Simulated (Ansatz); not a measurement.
# SnSe2 (P-3m1), symmetry broken, then relaxed

Method: DFT PBE+D3(BJ), scalar-relativistic, plane waves, PAW in Ansatz 0.2.0. The runs took a 420 eV cutoff, a Γ-centred 4×4×4 mesh and Gaussian smearing (0.03 eV). No spin polarisation. Energies are free energies at this smearing, counted from the undisturbed cell; pressure is positive in compression.

The starting cell (relaxed at this level):

```
Sn Se
1.0
    -1.91952    3.32471   -6.01163
    -1.91952    3.32471    6.01163
     7.67810    0.00000    0.00000
Sn Se
4 8
Direct
  0.00000 0.00000 0.00000
  0.50000 0.50000 0.00000
  0.00000 0.00000 0.50000
  0.50000 0.50000 0.50000
  0.20076 0.46591 0.16667
  0.70076 0.96591 0.16667
  0.20076 0.46591 0.66667
  0.70076 0.96591 0.66667
  0.79924 0.53409 0.33333
  0.29924 0.03409 0.33333
  0.79924 0.53409 0.83333
  0.29924 0.03409 0.83333
```

The atoms are displaced (Å, in the unstrained cell):

```
atom ux uy uz
 Sn1  -0.133   0.908   0.049
 Sn2  -0.233  -0.226  -0.338
 Sn3   0.228   0.285  -0.114
 Sn4   0.481   0.208   0.035
 Se5  -0.718  -0.397   0.344
 Se6  -0.482   0.262  -0.535
 Se7  -0.215  -0.453  -0.485
 Se8  -0.015  -0.416   0.115
 Se9  -0.115  -0.178  -0.085
Se10   0.310   0.272   0.294
Se11   0.360  -0.141   0.399
Se12   0.531  -0.123   0.319
```

Cell and atoms are then relaxed.

Question: Does the relaxation return to the undisturbed structure?

Answer: Yes (up to a choice of domain or origin): same space group and volume, and an energy 0.0 meV/atom from it. The disturbance itself cost 1981.4 meV/atom. The final space group reads P-3m1 (tolerance 0.05 Å) and the volume changes by 0.01 %.

Final structure:

```
CELL_PARAMETERS angstrom
-1.91970 3.32529 -6.01060
-1.91999 3.32504 6.01055
7.67926 -0.00008 -0.00019
ATOMIC_POSITIONS crystal
Sn 0.99999 0.00000 0.00000
Sn 0.49997 0.50003 0.99999
Sn 0.00005 0.99996 0.50001
Sn 0.50000 0.50001 0.50000
Se 0.20076 0.46590 0.16668
Se 0.70081 0.96592 0.16674
Se 0.20075 0.46588 0.66665
Se 0.70080 0.96591 0.66668
Se 0.79919 0.53407 0.33328
Se 0.29924 0.03410 0.33330
Se 0.79919 0.53410 0.83330
Se 0.29925 0.03412 0.83335
```

The relaxation, step by step (energy from the first step; small jumps at an unchanged geometry come where the plane waves are selected anew for the new cell):

```csv
step,ΔE (meV/atom),largest force component (eV/Å),pressure (GPa)
1,0.0,25.090,35.36
2,-1257.5,6.367,13.93
3,-1637.6,3.164,5.49
4,-1826.0,1.061,0.62
5,-1881.8,0.686,-0.74
6,-1923.4,0.701,-1.01
7,-1956.8,0.776,-0.64
8,-1980.6,0.165,0.16
9,-1981.3,0.009,-0.02
10,-1981.4,0.009,-0.07
11,-1981.4,0.001,0.01
12,-1981.4,0.001,0.01
```

Frames along the relaxation (Å, eV/Å):

```xyz
12
Lattice="-1.920 3.325 -6.012 -1.920 3.325 6.012 7.678 0.000 0.000" Properties=species:S:1:pos:R:3:forces:R:3 pbc="T T T" step=1
Sn   -0.133    0.908    0.049   23.477   -4.934   17.428
Sn   -2.153    3.099   -0.338   11.944   -5.498    8.436
Sn    4.067    0.285   -0.114    2.698  -16.787   -9.078
Sn    2.400    3.532    0.035   -5.417    0.565   -0.370
Se   -0.718    1.819    1.938   -1.327    3.916    5.110
Se   -2.401    5.803    1.059    0.955   -0.205    1.540
Se    3.625    1.764    1.109   -1.298   11.372   16.118
Se    1.905    5.125    1.709   -0.810    1.251    1.149
Se   -0.115    4.255   -1.679    0.805    0.182    0.354
Se    2.230    1.380   -1.300   -3.191    0.345   -4.770
Se    4.199    4.292   -1.195   -8.802   11.022  -10.827
Se    6.290    0.986   -1.275  -19.034   -1.229  -25.090
12
Lattice="-2.004 3.340 -6.210 -1.883 3.403 6.206 7.803 0.016 0.077" Properties=species:S:1:pos:R:3:forces:R:3 pbc="T T T" step=3
Sn    0.117    0.759    0.156    3.055   -1.881    0.505
Sn   -2.026    3.212   -0.210    1.754    0.575    1.986
Sn    4.001    0.089   -0.109   -0.670   -3.034   -0.509
Sn    2.360    3.552    0.053   -1.575   -0.368   -0.491
Se   -0.700    2.019    1.971   -0.310    2.003    0.915
Se   -2.319    5.815    1.260    1.157   -0.761    1.039
Se    3.786    1.924    1.481    0.388    1.410    2.214
Se    1.877    5.248    1.763   -0.576    0.891    0.244
Se   -0.046    4.339   -1.660    0.554    0.470    0.543
Se    2.142    1.425   -1.545   -0.729    0.046   -0.752
Se    4.146    4.447   -1.400   -0.951    1.101   -2.531
Se    6.240    0.970   -1.395   -2.098   -0.453   -3.165
12
Lattice="-2.022 3.297 -6.285 -1.824 3.411 6.285 7.822 0.075 0.126" Properties=species:S:1:pos:R:3:forces:R:3 pbc="T T T" step=4
Sn    0.161    0.576    0.158    0.719   -0.843   -0.179
Sn   -1.934    3.313   -0.118    0.145    0.231    0.423
Sn    3.918   -0.017   -0.016    0.090   -0.824   -0.069
Sn    2.321    3.578    0.053   -0.523   -0.532   -0.398
Se   -0.601    2.171    1.903    0.493    0.873    0.123
Se   -2.152    5.733    1.425    0.629   -0.634    0.535
Se    3.875    2.020    1.596   -0.091    0.701    0.478
Se    1.877    5.337    1.789   -0.316    0.666   -0.137
Se    0.025    4.376   -1.642    0.370    0.463    0.573
Se    2.106    1.417   -1.580   -0.498   -0.301    0.207
Se    4.122    4.398   -1.560   -0.079    0.336   -0.497
Se    6.164    1.016   -1.376   -0.940   -0.138   -1.061
12
Lattice="-2.015 3.278 -6.255 -1.804 3.369 6.238 7.776 0.079 0.134" Properties=species:S:1:pos:R:3:forces:R:3 pbc="T T T" step=6
Sn    0.089    0.235    0.066   -0.260   -0.413   -0.204
Sn   -1.888    3.315   -0.058   -0.318   -0.164   -0.159
Sn    3.868   -0.019    0.075    0.246    0.097   -0.314
Sn    2.169    3.486    0.051   -0.490   -0.701   -0.216
Se   -0.267    2.259    1.715    0.685    0.124   -0.060
Se   -2.022    5.602    1.522    0.313   -0.281    0.463
Se    3.867    2.121    1.708    0.029    0.312   -0.325
Se    1.914    5.431    1.704    0.130    0.616    0.063
Se    0.029    4.437   -1.597    0.192    0.167    0.265
Se    1.991    1.297   -1.587   -0.025   -0.214    0.460
Se    4.017    4.449   -1.534    0.138    0.199    0.058
Se    6.015    1.021   -1.479   -0.638    0.258   -0.030
12
Lattice="-2.011 3.278 -6.205 -1.805 3.346 6.177 7.727 0.056 0.132" Properties=species:S:1:pos:R:3:forces:R:3 pbc="T T T" step=7
Sn    0.040    0.072    0.009   -0.193    0.089   -0.094
Sn   -1.875    3.318   -0.037   -0.313   -0.329   -0.113
Sn    3.849   -0.032    0.088    0.089    0.369   -0.438
Sn    2.052    3.412    0.073   -0.500   -0.776   -0.087
Se   -0.098    2.262    1.612    0.409   -0.006    0.080
Se   -1.989    5.565    1.561    0.277   -0.224    0.328
Se    3.846    2.132    1.720    0.178    0.269   -0.394
Se    1.935    5.473    1.662    0.112    0.459    0.264
Se    0.016    4.442   -1.605    0.105    0.063    0.202
Se    1.942    1.229   -1.579    0.169   -0.156    0.324
Se    3.924    4.489   -1.460    0.219   -0.091   -0.328
Se    5.917    1.036   -1.525   -0.551    0.334    0.257
12
Lattice="-1.912 3.327 -6.033 -1.926 3.322 6.035 7.680 0.002 -0.009" Properties=species:S:1:pos:R:3:forces:R:3 pbc="T T T" step=9
Sn    0.000    0.000   -0.001    0.003    0.001   -0.001
Sn   -1.920    3.325    0.004    0.003    0.001   -0.009
Sn    3.841    0.001   -0.008   -0.002   -0.001    0.001
Sn    1.921    3.326   -0.001    0.000   -0.001   -0.009
Se    0.001    2.216    1.593    0.000    0.001    0.008
Se   -1.916    5.544    1.593   -0.005   -0.002    0.005
Se    3.841    2.217    1.589   -0.002    0.000    0.006
Se    1.922    5.544    1.589    0.000   -0.002    0.003
Se   -0.001    4.430   -1.595    0.003    0.006    0.000
Se    1.920    1.109   -1.597   -0.001    0.001   -0.003
Se    3.839    4.433   -1.600    0.002    0.000    0.002
Se    5.761    1.112   -1.602   -0.001   -0.003   -0.003
12
Lattice="-1.912 3.327 -6.033 -1.926 3.322 6.035 7.680 0.002 -0.009" Properties=species:S:1:pos:R:3:forces:R:3 pbc="T T T" step=10
Sn    0.000    0.000   -0.001    0.003    0.001   -0.001
Sn   -1.920    3.325    0.004    0.003    0.001   -0.009
Sn    3.841    0.001   -0.008   -0.002   -0.001    0.001
Sn    1.921    3.326   -0.001    0.000    0.000   -0.009
Se    0.001    2.216    1.593    0.000    0.001    0.008
Se   -1.916    5.544    1.593   -0.005   -0.002    0.005
Se    3.841    2.217    1.589   -0.002    0.000    0.006
Se    1.922    5.544    1.589    0.000   -0.002    0.003
Se   -0.001    4.430   -1.595    0.003    0.006    0.000
Se    1.920    1.109   -1.597   -0.001    0.001   -0.003
Se    3.839    4.433   -1.600    0.001    0.000    0.002
Se    5.761    1.112   -1.602   -0.001   -0.003   -0.003
12
Lattice="-1.920 3.325 -6.011 -1.920 3.325 6.011 7.679 0.000 0.000" Properties=species:S:1:pos:R:3:forces:R:3 pbc="T T T" step=12
Sn    0.000    0.000    0.000    0.000    0.000    0.000
Sn   -1.920    3.325    0.000    0.000    0.000   -0.001
Sn    3.840    0.000   -0.001    0.000    0.000    0.001
Sn    1.920    3.325    0.000    0.000    0.000    0.000
Se    0.000    2.217    1.594   -0.001    0.000    0.000
Se   -1.920    5.542    1.593   -0.001    0.000    0.000
Se    3.840    2.217    1.593   -0.001    0.000   -0.001
Se    1.920    5.542    1.593   -0.001    0.000    0.000
Se    0.000    4.433   -1.594    0.001    0.000    0.000
Se    1.920    1.108   -1.594    0.001    0.000    0.000
Se    3.839    4.433   -1.594    0.001    0.000    0.000
Se    5.760    1.108   -1.594    0.001    0.000    0.001
```